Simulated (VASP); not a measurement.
## KI: single point with r2SCAN

KI:

```
K I
1.0
     4.29094    0.00000    0.00000
     0.00000    4.29094    0.00000
     0.00000    0.00000    4.29094
K I
1 1
Direct
  0.00000 0.00000 0.00000
  0.50000 0.50000 0.50000
```

The cell was built by a generator and needn't be a form met in nature.

```json
{
  "Program": "VASP 6.6.1",
  "Task": "single point",
  "Functional": "r2SCAN",
  "Potentials or basis": "VASP PAW PBE potentials, release 64 (K_sv, I)",
  "Cutoff": "520 eV",
  "k mesh": "4 × 4 × 4",
  "Occupations": "gaussian, width 0.01 eV",
  "Spin": "no spin polarisation",
  "Dipole correction": "no",
  "Further INCAR settings": "ALGO = Normal; EDIFF = 1e-06; NBANDS = 15"
}
```

```
Pressure               : 0.1 GPa
Band gap on the k mesh : 4.04 eV, indirect (least direct gap 4.41 eV)
```

Levels at points of the mesh, in eV from the valence-band top:
| k point | band 6 | band 7 | band 8 | band 9 | band 10 | band 11 |
| --- | --- | --- | --- | --- | --- | --- |
| (0.00, 0.00, 0.00) | -0.37 | -0.37 | -0.37 | 4.04 | 5.25 | 5.25 |
| (0.50, 0.00, 0.00) | -2.31 | -0.29 | -0.29 | 6.14 | 6.71 | 7.63 |
| (0.50, 0.50, 0.00) | -1.75 | -1.75 | 0.00 | 4.44 | 6.36 | 7.41 |
| (0.50, 0.50, 0.50) | -1.69 | -1.69 | -1.69 | 6.13 | 6.13 | 6.13 |

It took 22 s on 1 thread of Intel(R) Xeon(R) Platinum 8488C (Sapphire Rapids), with other jobs on the host, peak memory 0.18 GiB.

Caveat: the PAW data sets were made with another functional, which shifts forces and pressure a little; spin-orbit coupling is left out, which moves the levels of the heavy elements. r2SCAN opens gaps a little over a GGA but as a rule still falls short of measured ones.
